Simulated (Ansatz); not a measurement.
# TaN (Fm-3m): one cell under locks on the spin, part 2 of 2

What does it cost to force the spins of TaN (Fm-3m) into other sizes and orders? Cell and atoms stay fixed.

Ansatz 0.2.0; DFT r²SCAN+U (U_eff = 3 eV on Ta d), plane waves, PAW, no spin–orbit coupling unless a run says so. The steps go on from the part before.

**6. Total moment locked, 1.80 μB per cell**

input.yaml

```yaml
crystal:
  lattice:
    - [0.0, 2.17900131, 2.17900131]
    - [2.17900131, 0.0, 2.17900131]
    - [2.17900131, 2.17900131, 0.0]
  atoms:
    - { symbol: Ta, position: [0.5, 0.5, 0.5], spin: 1.8 }
    - { symbol: "N", position: [0.0, 0.0, 0.0] }
basis:
  ecutwfc: 500
  ecutrho_ratio: 4
kpoints:
  mp_grid: { grid: [7, 7, 7] }
hamiltonian:
  xc: r2scan
  hubbard:
    sites:
      - { site: 0, l: d, u_eff: 3.0, starting_ns: [{ spin: up, occupation_matrix: s0up }, { spin: down, occupation_matrix: s0down }] }
    occupation_matrices:
      s0up:
        matrix:
          - [0.02, 0.0, 0.0, 0.0, 0.0]
          - [0.0, 0.02, 0.0, 0.0, 0.0]
          - [0.0, 0.0, 0.97, 0.0, 0.0]
          - [0.0, 0.0, 0.0, 0.02, 0.0]
          - [0.0, 0.0, 0.0, 0.0, 0.97]
      s0down:
        matrix:
          - [0.02, 0.0, 0.0, 0.0, 0.0]
          - [0.0, 0.02, 0.0, 0.0, 0.0]
          - [0.0, 0.0, 0.02, 0.0, 0.0]
          - [0.0, 0.0, 0.0, 0.02, 0.0]
          - [0.0, 0.0, 0.0, 0.0, 0.02]
    ns_hold: { iters: 8 }
scf:
  occupations: { method: gaussian, width: 0.05 }
  lower_state_search: "off"
  max_iter: 150
output:
  forces: true
  stress: true
  eigenvalues: true
  populations: true
  hubbard: { sites: [{ site: 0, l: d }] }
magnetization:
  spin_polarized: true
  initial_magnetization: 1.8
  spin_locking: { lock_magnetization: hard }
```

The typed matrices put 0.97 on the chosen orbitals and 0.02 on the others, and are held for 8 cycles. The lock stays on to the end, so the result is a constrained state unless its moments die out.

Run with:

```console
> ansatz run input.yaml --threads 2 --pin off --max-ram 3072MiB --backend cpu --events-out ev --progress --plain --runs-dir out
```

Output (excerpt; [...] marks lines left out):

```text
Warning: crystal.symmetry: narrowed to the stabiliser of the occupation matrices — unitary ops 48 → 16; lowered by the specified shell (site 0, l: d); largest admitted image defect 4.4e-16, smallest excluded 9.5e-1 — at a splitting's scale: the group the occupation matrices' own texture admits
Warning: This run holds its total moment fixed (magnetization.spin_locking.lock_magnetization: hard) and mixes its density by anderson or broyden (scf.mixing.algorithm, typed or taken by auto). Slabs with a fixed moment have converged under broyden above another state at the same moment, [...]
Warning: output.stress: scf.convergence.dr2_threshold = 1e-7 eV (the SCF's general default) is looser than the 2e-10 eV advised for a printed stress (1e-10 eV for each atom of the cell: 2). What an SCF threshold leaves in a stress goes as its square root, and in the free energy as the [...]
Warning: RAYON_NUM_THREADS=2 ignored (pool sized by the plan → 2); use --threads N
Ta: projections on atomic orbitals take those of the free atom [Kr 4d10 4f14] 5s2 5p6 5d3 6s2, of charge +0.00 (hamiltonian.pseudopotentials.projection_atoms); the dataset's partial waves leave at most 6.0e-5 of an orbital's norm unspanned inside its sphere
N: projections on atomic orbitals take those of the free atom [He] 2s2 2p3, of charge +0.00 (hamiltonian.pseudopotentials.projection_atoms); the dataset's partial waves leave at most 9.3e-9 of an orbital's norm unspanned inside its sphere
[...]
WARN: hamiltonian.hubbard: on 1 of 2 specified blocks the occupation matrix of this SCF's result fails the test of the specified filling. At site 0 ↑ (sites count from 0 in the list of atoms of the cell that this SCF solves) the least filled combination of the orbitals specified full has [...]
--- Forces (eV/Å), atoms counted from 1 ---
  atom   1  Ta     0.00000000     0.00000000     0.00000000
  atom   2  N     -0.00000000     0.00000000    -0.00000000
[...]
--- Stress (GPa, compression-positive) ---
       38.599633       0.000000       0.000000
        0.000000      38.769012       0.000000
        0.000000       0.000000      38.599633
  P = ⅓ Tr σ = 38.6561 GPa (386.561 kbar)
--- Band table (eV; the first three rows and the last of 80) ---
  k-point 0 ↑: bands = ["-49.0904", "-14.8695", "-14.8653", "-14.8653", "2.1692", "18.2403", "18.2434", "18.2434", "18.8341", "18.8341", "18.8678", "22.9828", "22.9889", "23.8322"]
[...]
Occupation matrices written to <dir>
--- Löwdin populations: 2 sites ---
  site symbol       q [e]    m [muB]
     0     Ta     12.1003     1.6191
     1      N      5.8213     0.1543
  spilling = 0.004354 (of n_electrons = 18.000000)
--- Occupation matrices: 1 shell (run DFT+U table (all-electron-ortho-atomic); ε = 6.58e-3) ---
  Ta0 d_5D: site group Oh (m-3m)
  Ta0 d_5D up     Tr n = 2.6469  λ = 0.303 0.303 0.676 0.682 0.682  [2× z2 0.50 (Eg 1.00) Eg(1.00) | 3× xz 0.33 (T2g 1.00) T2g(1.00)]
  Ta0 d_5D dn     Tr n = 1.0631  λ = 0.162 0.162 0.170 0.284 0.284  [2× yz 0.50 (T2g 1.00) T2g(1.00) | xz 1.00 (T2g 1.00) T2g(1.00) | 2× z2 0.50 (Eg 1.00) Eg(1.00)]
  specified occupation → Ta0 d_5D up: matrix, ‖Δ‖_F = 0.8698, Tr Δ = -0.6469, displaced = 0.8992, d_λ = 0.8698; orbital distance = 0.8165
  specified occupation → Ta0 d_5D dn: matrix, ‖Δ‖_F = 0.4502, Tr Δ = -0.9631, displaced = 0.4816, d_λ = 0.4502; orbital distance = 0.0000
  Tr n, λ and their labels are of the run-group-symmetrised matrices; stabiliser: 16 of 96 elements of G0×{1,Θ} (closed), max defect 1.1e-15 at τ = 1.4e-3
```

Run time: 5.7 s. Hardware: 2 threads of Arm Neoverse V2, shared host; peak memory 0.36 GiB.

It ends with no gap, pressure 38.7 GPa, moments in spheres Ta 0.77; N 0.18 μB, largest force component 0.00 eV/Å, 16 symmetry operations imposed. The program reports that the typed filling wasn't kept.

How the shells are filled (orbitals counted by the eigenvalues of the occupation matrices):

```
         shell  channel  electrons  over 0.8  0.2 to 0.8  under 0.2
Ta 5d (atom 1)       up       2.65         0           5          0
Ta 5d (atom 1)     down       1.06         0           2          3
```

**7. All runs side by side**

The summary covers parts 1 to 2.

Energies count from the lowest free state and have the smearing extrapolated to zero.

| start | energy (meV/atom) | gap (eV) | pressure (GPa) | largest moment (μB) | SCF cycles | time |
| --- | --- | --- | --- | --- | --- | --- |
| ferromagnetic start, free, natural orbitals of the symmetric run filled by rank | 0.0 | metal | 12.5 | 0.07 | 29 | 7 s |
| ferromagnetic start, free, default search | 0.0 | metal | 12.5 | 0.07 | 54 | 54 s |
| ferromagnetic start, free, symmetry kept, no search | 0.0 | metal | 12.5 | 0.07 | 18 | 3.2 s |
| total moment locked at zero, no site moments, 0.00 μB per cell [held] | 1.4 | metal | 12.3 | 0.00 | 7 | 1.5 s |
| total moment locked, 1.80 μB per cell [held] | 507.6 | metal | 38.7 | 0.77 | 25 | 5.7 s |

The 3 free runs end within about 1 meV/atom of each other. The run with the program's default settings reaches the lowest one found. The cheapest of the held states in this table, «total moment locked at zero, no site moments, 0.00 μB per cell», lies +1 meV/atom from the lowest free state; part of that can come from another filling of the orbitals. The lowest state found need not be the ground state, and the geometry wasn't relaxed for any of them. Spin–orbit coupling is left out.
